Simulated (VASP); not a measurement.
## Se: relaxation of cell and atoms with PBE+D3(BJ)

Crystal: Se.

```xyz
3
Lattice="4.0647 0.0000 0.0000 -2.0323 3.5201 0.0000 0.0000 0.0000 5.1337" Properties=species:S:1:pos:R:3 pbc="T T T"
Se    1.0070    0.0000    1.7112
Se   -0.5035    0.8721    3.4225
Se    1.5288    2.6480    0.0000
```

```yaml
Program: VASP 6.6.1
Task: relaxation of cell and atoms
Functional: PBE
Dispersion: D3(BJ)
Potentials_or_basis: VASP PAW PBE potentials, release 64 (Se)
Cutoff: 600 eV
k_mesh: 9 × 9 × 6
Occupations: gaussian, width 0.03 eV
Spin: no spin polarisation
Further_INCAR_settings: ALGO = Normal; EDIFF = 1e-07; IBRION = 2; EDIFFG = -0.005; NSW = 90; ISIF = 3
```

```
Pressure after relaxing    : 0.0 GPa
Band gap on the k mesh     : 0.51 eV, direct
Dispersion energy per atom : -0.356 eV
```

Forces on the atoms (eV/Å):
```
Se   0.003  0.000  0.000
Se  -0.001  0.002  0.000
Se  -0.001 -0.002  0.000
```

Final structure:
```
Se
1.0
     4.06467    0.00000    0.00000
    -2.03234    3.52011    0.00000
     0.00000    0.00000    5.13369
Se
3
Direct
  0.24775 0.00000 0.33333
  0.00000 0.24775 0.66667
  0.75225 0.75225 0.00000
```

Levels at points of the mesh, in eV from the valence-band top:
```tsv
k point	band 7	band 8	band 9	band 10	band 11	band 12
(0.00, 0.00, 0.00)	-1.85	-1.85	-0.52	1.47	1.47	2.07
(0.00, 0.00, 0.50)	-1.37	-1.33	-1.33	0.94	0.97	0.97
```

Wall time 24 s on 2 MPI ranks on Intel(R) Xeon(R) Platinum 8488C (Sapphire Rapids), on a shared host, peak memory 0.22 GiB a rank.

Caveat: the relaxation stopped at its first step, so nothing moved; an odd mesh through Γ misses points on the zone boundary, where band edges often lie.
